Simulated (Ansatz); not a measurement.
Runs of Ansatz 0.2.0 on ZrS. Symmetry: Fm-3m, No. 225, cubic system. Conventional cell: a = 5.250 Å, b = 5.250 Å, c = 5.250 Å, α = 90.00°, β = 90.00°, γ = 90.00°. Around Zr (site symmetry m-3m) lie 6 S at 2.62 Å. S (site symmetry m-3m) has 6 Zr at 2.62 Å as nearest neighbours. 

| task | level | cell | k mesh | cutoff (eV) | pressure (GPa) | relaxed volume (Å³/atom) |
| --- | --- | --- | --- | --- | --- | --- |
| elastic constants | PBEsol | as given | 7 × 7 × 7 | 224 | -6.3 | - |
| band structure | LDA | as given | 9 × 9 × 9 | 211 | (b) | - |
| relaxation of cell and atoms | PBEsol | relaxed | 9 × 9 × 9 | - | 0.0 | 17.23 |
| relaxation of cell and atoms | BLYP+D4 | relaxed | 9 × 9 × 9 | - | 0.0 | (a) |
| relaxation of cell and atoms | BLYP | relaxed | 9 × 9 × 9 | - | 0.0 | 18.88 |
| relaxation of cell and atoms | BLYP+D3(BJ) | relaxed | 9 × 9 × 9 | - | 0.0 | 17.38 |

Alike in all rows: potentials or basis all-electron LAPW, scalar-relativistic; no spin polarisation; smearing fermi-dirac 0.05 eV; basis error allowed 0.001 eV/atom.

Q: Estimate the missing entries.

A: (a) 18.00; (b) -9.1.

Caveats: the k mesh is thin for a metal, which can move the energy by tens of meV per atom (some runs); a metal's response needs a denser mesh (some runs); the cell is more than 3 GPa from zero pressure, which shifts response properties (some runs); elastic constants of metals need much finer meshes, so these are rough (some runs).

Runs at the PBE level aren't shown here.
